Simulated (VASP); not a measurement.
# Fe (Im-3m) in VASP: further runs, part 2 of 2

VASP 6.6.1.

### 3 Band structure, LDA, collinear spin, ferromagnetic start

This run uses another cell than the first one, of 10.36 Å³/atom, 0.956 times its volume.

Input file INCAR:

```
ALGO = Normal ; AMIX = 0.2
AMIX_MAG = 0.8 ; BMIX = 1E-4
BMIX_MAG = 1E-4 ; EDIFF = 1E-7
ENCUT = 520 ; ICORELEVEL = 1
ISIF = 2 ; ISMEAR = 1
ISPIN = 2 ; LASPH = T
LCHARG = F ; LMAXMIX = 4
LORBIT = 11 ; LREAL = F
LWAVE = F ; MAGMOM = 4
NBANDS = 14 ; NELM = 150
PREC = Accurate ; SIGMA = 0.1
```

Input file KPOINTS:

```
k-points
0
Gamma
  18 18 18
```

Input file POSCAR:

```
Fe                                      
1.0
   -1.3731940337      1.3731940337      1.3731940337
    1.3731940337     -1.3731940337      1.3731940337
    1.3731940337      1.3731940337     -1.3731940337
  Fe            
     1
Direct
     0.0000000000000000    0.0000000000000000    0.0000000000000000
```

Input file KPOINTS_OPT:

```
explicit points
94
Reciprocal
 0.0000000000  0.0000000000  0.0000000000 1
 0.0357142857 -0.0357142857  0.0357142857 1
 0.0714285714 -0.0714285714  0.0714285714 1
 0.1071428571 -0.1071428571  0.1071428571 1
 0.1428571429 -0.1428571429  0.1428571429 1
 0.1785714286 -0.1785714286  0.1785714286 1
 0.2142857143 -0.2142857143  0.2142857143 1
 0.2500000000 -0.2500000000  0.2500000000 1
 0.2857142857 -0.2857142857  0.2857142857 1
 0.3214285714 -0.3214285714  0.3214285714 1
 0.3571428571 -0.3571428571  0.3571428571 1
 0.3928571429 -0.3928571429  0.3928571429 1
 0.4285714286 -0.4285714286  0.4285714286 1
 0.4642857143 -0.4642857143  0.4642857143 1
 0.5000000000 -0.5000000000  0.5000000000 1
 0.5000000000 -0.5000000000  0.5000000000 1
 0.4642857143 -0.4642857143  0.5000000000 1
 0.4285714286 -0.4285714286  0.5000000000 1
 0.3928571429 -0.3928571429  0.5000000000 1
 0.3571428571 -0.3571428571  0.5000000000 1
 0.3214285714 -0.3214285714  0.5000000000 1
 0.2857142857 -0.2857142857  0.5000000000 1
 0.2500000000 -0.2500000000  0.5000000000 1
 0.2142857143 -0.2142857143  0.5000000000 1
 0.1785714286 -0.1785714286  0.5000000000 1
 0.1428571429 -0.1428571429  0.5000000000 1
 0.1071428571 -0.1071428571  0.5000000000 1
 0.0714285714 -0.0714285714  0.5000000000 1
 0.0357142857 -0.0357142857  0.5000000000 1
 0.0000000000  0.0000000000  0.5000000000 1
 0.0000000000  0.0000000000  0.5000000000 1
 0.0000000000  0.0000000000  0.4642857143 1
 0.0000000000  0.0000000000  0.4285714286 1
 0.0000000000  0.0000000000  0.3928571429 1
 0.0000000000  0.0000000000  0.3571428571 1
 0.0000000000  0.0000000000  0.3214285714 1
 0.0000000000  0.0000000000  0.2857142857 1
 0.0000000000  0.0000000000  0.2500000000 1
 0.0000000000  0.0000000000  0.2142857143 1
 0.0000000000  0.0000000000  0.1785714286 1
 0.0000000000  0.0000000000  0.1428571429 1
 0.0000000000  0.0000000000  0.1071428571 1
 0.0000000000  0.0000000000  0.0714285714 1
 0.0000000000  0.0000000000  0.0357142857 1
 0.0000000000  0.0000000000  0.0000000000 1
 0.0000000000  0.0000000000  0.0000000000 1
 0.0178571429  0.0178571429  0.0178571429 1
 0.0357142857  0.0357142857  0.0357142857 1
 0.0535714286  0.0535714286  0.0535714286 1
 0.0714285714  0.0714285714  0.0714285714 1
 0.0892857143  0.0892857143  0.0892857143 1
 0.1071428571  0.1071428571  0.1071428571 1
 0.1250000000  0.1250000000  0.1250000000 1
 0.1428571429  0.1428571429  0.1428571429 1
 0.1607142857  0.1607142857  0.1607142857 1
 0.1785714286  0.1785714286  0.1785714286 1
 0.1964285714  0.1964285714  0.1964285714 1
 0.2142857143  0.2142857143  0.2142857143 1
 0.2321428571  0.2321428571  0.2321428571 1
 0.2500000000  0.2500000000  0.2500000000 1
 0.2500000000  0.2500000000  0.2500000000 1
 0.2678571429  0.1964285714  0.2678571429 1
 0.2857142857  0.1428571429  0.2857142857 1
 0.3035714286  0.0892857143  0.3035714286 1
 0.3214285714  0.0357142857  0.3214285714 1
 0.3392857143 -0.0178571429  0.3392857143 1
 0.3571428571 -0.0714285714  0.3571428571 1
 0.3750000000 -0.1250000000  0.3750000000 1
 0.3928571429 -0.1785714286  0.3928571429 1
 0.4107142857 -0.2321428571  0.4107142857 1
 0.4285714286 -0.2857142857  0.4285714286 1
 0.4464285714 -0.3392857143  0.4464285714 1
 0.4642857143 -0.3928571429  0.4642857143 1
 0.4821428571 -0.4464285714  0.4821428571 1
 0.5000000000 -0.5000000000  0.5000000000 1
 0.2500000000  0.2500000000  0.2500000000 1
 0.2321428571  0.2321428571  0.2678571429 1
 0.2142857143  0.2142857143  0.2857142857 1
 0.1964285714  0.1964285714  0.3035714286 1
 0.1785714286  0.1785714286  0.3214285714 1
 0.1607142857  0.1607142857  0.3392857143 1
 0.1428571429  0.1428571429  0.3571428571 1
 0.1250000000  0.1250000000  0.3750000000 1
 0.1071428571  0.1071428571  0.3928571429 1
 0.0892857143  0.0892857143  0.4107142857 1
 0.0714285714  0.0714285714  0.4285714286 1
 0.0535714286  0.0535714286  0.4464285714 1
 0.0357142857  0.0357142857  0.4642857143 1
 0.0178571429  0.0178571429  0.4821428571 1
 0.0000000000  0.0000000000  0.5000000000 1
 0.0000000000  0.0000000000  0.0000000000 1
 0.5000000000 -0.5000000000  0.5000000000 1
 0.2500000000  0.2500000000  0.2500000000 1
 0.0000000000  0.0000000000  0.5000000000 1
```

Potentials or basis: VASP PAW LDA potentials, release 64 (Fe).

On the command line:

```sh
cat potpaw_LDA.64/Fe/POTCAR > POTCAR
mpirun -np 1 vasp_std > vasp.out
```

It took 56 s on 1 thread of Intel Xeon Platinum 8259CL at 2.50GHz (Skylake/Cascade Lake), shared host; peak memory 0.19 GiB.

The run converged. Its results:

```
Free energy                                           : -9.2245 eV
Pressure                                              : 0.0 GPa
Band gap along the path                               : none (metal or under the smearing width)
Net moment                                            : 1.95 μB per cell
Site moments                                          : Fe +1.92 μB
Valence electrons inside the program's atomic spheres : Fe 7.49
```

Levels at the corners of the path, in eV from the Fermi level:
Spin up:
```tsv
point	band 2	band 3	band 4	band 5	band 6	band 7	band 8	band 9
Γ	-2.52	-2.52	-2.52	-0.96	-0.96	25.71	25.71	25.71
H	-5.41	0.31	0.31	0.31	10.42	10.42	10.42	16.62
H	-5.41	0.31	0.31	0.31	10.42	10.42	10.42	16.62
N	-3.79	-0.92	-0.73	0.35	0.63	8.18	18.97	21.49
N	-3.79	-0.92	-0.73	0.35	0.63	8.18	18.97	21.49
Γ	-2.52	-2.52	-2.52	-0.96	-0.96	25.71	25.71	25.71
Γ	-2.52	-2.52	-2.52	-0.96	-0.96	25.71	25.71	25.71
P	-3.62	-3.62	-0.68	-0.68	9.23	9.23	9.23	11.86
P	-3.62	-3.62	-0.68	-0.68	9.23	9.23	9.23	11.86
H	-5.41	0.31	0.31	0.31	10.42	10.42	10.42	16.62
P	-3.62	-3.62	-0.68	-0.68	9.23	9.23	9.23	11.86
N	-3.79	-0.92	-0.73	0.35	0.63	8.18	18.97	21.49
```
Spin down:
| point | band 1 | band 2 | band 3 | band 4 | band 5 | band 6 | band 7 | band 8 |
| --- | --- | --- | --- | --- | --- | --- | --- | --- |
| Γ | -8.75 | -0.94 | -0.94 | -0.94 | 1.13 | 1.13 | 25.89 | 25.89 |
| H | -3.98 | -3.98 | 2.11 | 2.11 | 2.11 | 10.87 | 10.87 | 10.87 |
| H | -3.98 | -3.98 | 2.11 | 2.11 | 2.11 | 10.87 | 10.87 | 10.87 |
| N | -4.39 | -2.36 | 0.73 | 1.05 | 1.42 | 2.46 | 9.41 | 19.29 |
| N | -4.39 | -2.36 | 0.73 | 1.05 | 1.42 | 2.46 | 9.41 | 19.29 |
| Γ | -8.75 | -0.94 | -0.94 | -0.94 | 1.13 | 1.13 | 25.89 | 25.89 |
| Γ | -8.75 | -0.94 | -0.94 | -0.94 | 1.13 | 1.13 | 25.89 | 25.89 |
| P | -2.39 | -2.39 | -2.39 | 1.48 | 1.48 | 10.17 | 10.17 | 10.17 |
| P | -2.39 | -2.39 | -2.39 | 1.48 | 1.48 | 10.17 | 10.17 | 10.17 |
| H | -3.98 | -3.98 | 2.11 | 2.11 | 2.11 | 10.87 | 10.87 | 10.87 |
| P | -2.39 | -2.39 | -2.39 | 1.48 | 1.48 | 10.17 | 10.17 | 10.17 |
| N | -4.39 | -2.36 | 0.73 | 1.05 | 1.42 | 2.46 | 9.41 | 19.29 |

Core levels (eV, on the scale of the bands):
```
atom                                                levels
1 Fe  1s -6950.9, 2s -802.7, 2p -683.7, 3s -79.3, 3p -45.9
```

### 4 Band structure, rev-vdW-DF2, collinear spin, ferromagnetic start

This run uses another cell than the first one, of 11.05 Å³/atom, 1.021 times its volume.

Input file INCAR:

```
SYSTEM = Fe
PREC = Accurate ; ENCUT = 520
EDIFF = 1E-6 ; ISMEAR = 1
SIGMA = 0.1 ; LREAL = .FALSE.
LASPH = .TRUE. ; NELM = 150
ALGO = Normal ; ISIF = 2
LWAVE = .FALSE. ; LCHARG = .FALSE.
ISPIN = 2 ; MAGMOM = 4
LORBIT = 11 ; LMAXMIX = 4
GGA = MK ; LUSE_VDW = .TRUE.
AGGAC = 0.0 ; PARAM1 = 0.1234
PARAM2 = 0.711357 ; ZAB_VDW = -1.8867
NBANDS = 14 ; AMIX = 0.2
BMIX = 1E-4 ; AMIX_MAG = 0.8
BMIX_MAG = 1E-4 ; ICORELEVEL = 1
```

Input file KPOINTS:

```
Automatic mesh
0
G
  18 18 18
  0 0 0
```

Input file POSCAR:

```
Fe                                      
1.0
   -1.4032584625      1.4032584625      1.4032584625
    1.4032584625     -1.4032584625      1.4032584625
    1.4032584625      1.4032584625     -1.4032584625
  Fe            
     1
Direct
     0.0000000000000000    0.0000000000000000    0.0000000000000000
```

Input file KPOINTS_OPT:

```
explicit points
124
Reciprocal
 0.0000000000  0.0000000000  0.0000000000 1
 0.0263157895 -0.0263157895  0.0263157895 1
 0.0526315789 -0.0526315789  0.0526315789 1
 0.0789473684 -0.0789473684  0.0789473684 1
 0.1052631579 -0.1052631579  0.1052631579 1
 0.1315789474 -0.1315789474  0.1315789474 1
[... 116 lines left out ...]
 0.2500000000  0.2500000000  0.2500000000 1
 0.0000000000  0.0000000000  0.5000000000 1
```

Potentials or basis: VASP PAW PBE potentials, release 64 (Fe).

On the command line:

```sh
cat potpaw_PBE.64/Fe/POTCAR > POTCAR
mpirun -np 1 vasp_std > vasp.out
```

It took 67 s on 1 thread of AMD EPYC 7R13 (Zen 3), shared host; peak memory 0.24 GiB.

It converged, with:

```yaml
Free_energy: -6.1626 eV
Pressure: 0.1 GPa
Band_gap_along_the_path: none (metal or under the smearing width)
Net_moment: 2.13 μB per cell
Site_moments: Fe +2.11 μB
Valence_electrons_inside_the_program's_atomic_spheres: Fe 7.34
```

Levels at the corners of the path, in eV from the Fermi level:
Spin up:
```
point  band 3  band 4  band 5  band 6  band 7  band 8
    Γ   -2.37   -2.37   -1.05   -1.05   25.29   25.29
    H    0.16    0.16    0.16   10.08   10.08   10.08
    H    0.16    0.16    0.16   10.08   10.08   10.08
    N   -1.00   -0.85    0.44    0.49    7.58   18.59
    N   -1.00   -0.85    0.44    0.49    7.58   18.59
    Γ   -2.37   -2.37   -1.05   -1.05   25.29   25.29
    Γ   -2.37   -2.37   -1.05   -1.05   25.29   25.29
    P   -3.34   -0.81   -0.81    8.82    8.82    8.82
    P   -3.34   -0.81   -0.81    8.82    8.82    8.82
    H    0.16    0.16    0.16   10.08   10.08   10.08
    P   -3.34   -0.81   -0.81    8.82    8.82    8.82
    N   -1.00   -0.85    0.44    0.49    7.58   18.59
```
Spin down:
```tsv
point	band 1	band 2	band 3	band 4	band 5	band 6	band 7
Γ	-8.38	-0.58	-0.58	-0.58	1.48	1.48	25.21
H	-3.30	-3.30	2.21	2.21	2.21	10.42	10.42
H	-3.30	-3.30	2.21	2.21	2.21	10.42	10.42
N	-3.86	-1.89	0.70	1.35	1.74	2.53	8.90
N	-3.86	-1.89	0.70	1.35	1.74	2.53	8.90
Γ	-8.38	-0.58	-0.58	-0.58	1.48	1.48	25.21
Γ	-8.38	-0.58	-0.58	-0.58	1.48	1.48	25.21
P	-2.00	-2.00	-2.00	1.79	1.79	9.73	9.73
P	-2.00	-2.00	-2.00	1.79	1.79	9.73	9.73
H	-3.30	-3.30	2.21	2.21	2.21	10.42	10.42
P	-2.00	-2.00	-2.00	1.79	1.79	9.73	9.73
N	-3.86	-1.89	0.70	1.35	1.74	2.53	8.90
```

Core levels (eV, on the scale of the bands):
| atom | levels |
| --- | --- |
| 1 Fe | 1s -6985.5, 2s -806.6, 2p -685.4, 3s -80.4, 3p -46.5 |

Caveat: the PAW data sets were made with another functional, which shifts forces and pressure a little.

### 5 Summary

| level | potentials or basis | cell | pressure (GPa) | moment (μB) |
| --- | --- | --- | --- | --- |
| PBEsol | VASP PAW PBE potentials, release 64 (Fe) | Im-3m, 10.83 Å³/atom | 0.0 | 2.12 |
| LDA | VASP PAW LDA potentials, release 64 (Fe) | Im-3m, 10.36 Å³/atom | 0.0 | 1.95 |
| rev-vdW-DF2 | VASP PAW PBE potentials, release 64 (Fe) | Im-3m, 11.05 Å³/atom | 0.1 | 2.13 |

Alike in all rows: task band structure; spin collinear, ferromagnetic start; k mesh 18 × 18 × 18; cutoff (eV) 520; smearing methfessel-paxton 0.1 eV.

Caveats: the PAW data sets were made with another functional, which shifts forces and pressure a little (some runs).

Total energies depend on the potentials used, so only differences within one code and one set of settings carry meaning.
